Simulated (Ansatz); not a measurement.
Runs of Ansatz 0.2.0 on HfB2. Symmetry: P6/mmm, No. 191, hexagonal system. Conventional cell: a = 3.140 Å, b = 3.140 Å, c = 3.480 Å, α = 90.00°, β = 90.00°, γ = 120.00°. Hf (site symmetry 6/mmm) has 12 B at 2.51 Å as nearest neighbours. B (site symmetry -6m2) is surrounded by 3 B at 1.81 Å. 

```tsv
task	spin	cell	points for each segment of the path	target pressure (GPa)	gap on the mesh (eV)	pressure (GPa)
band structure	SOC, no magnetisation	as given	14	-	none	(a)
band structure	off	as given	14	-	none	1.4
relaxation of cell and atoms	off	relaxed to 20 GPa	-	20	none	20.0
relaxation of cell and atoms	off	relaxed to 2 GPa	-	2	none	2.0
relaxation of cell and atoms	off	relaxed	-	0	none	0.0
relaxation of cell and atoms	off	relaxed to 10 GPa	-	10	none	10.0
relaxation of cell and atoms	off	relaxed to 30 GPa	-	30	none	30.0
relaxation of cell and atoms	off	relaxed to 5 GPa	-	5	none	5.0
```

Alike in all rows: level PBE; potentials or basis Ansatz PAW; k mesh 10 × 10 × 8; cutoff (eV) 420; smearing fermi-dirac 0.05 eV.

Question: Estimate the missing entries.

Answer: (a) 1.0.

Caveats: the plane-wave basis is chosen anew once the cell has moved, so the energies of steps on either side of that aren't comparable (some runs); spin-orbit coupling is left out, which moves the levels of the heavy elements (some runs).

A k mesh can miss the band edges, and rows without SOC leave out spin-orbit coupling on Hf.

A gap of «none» marks a metal or a gap under the smearing width.
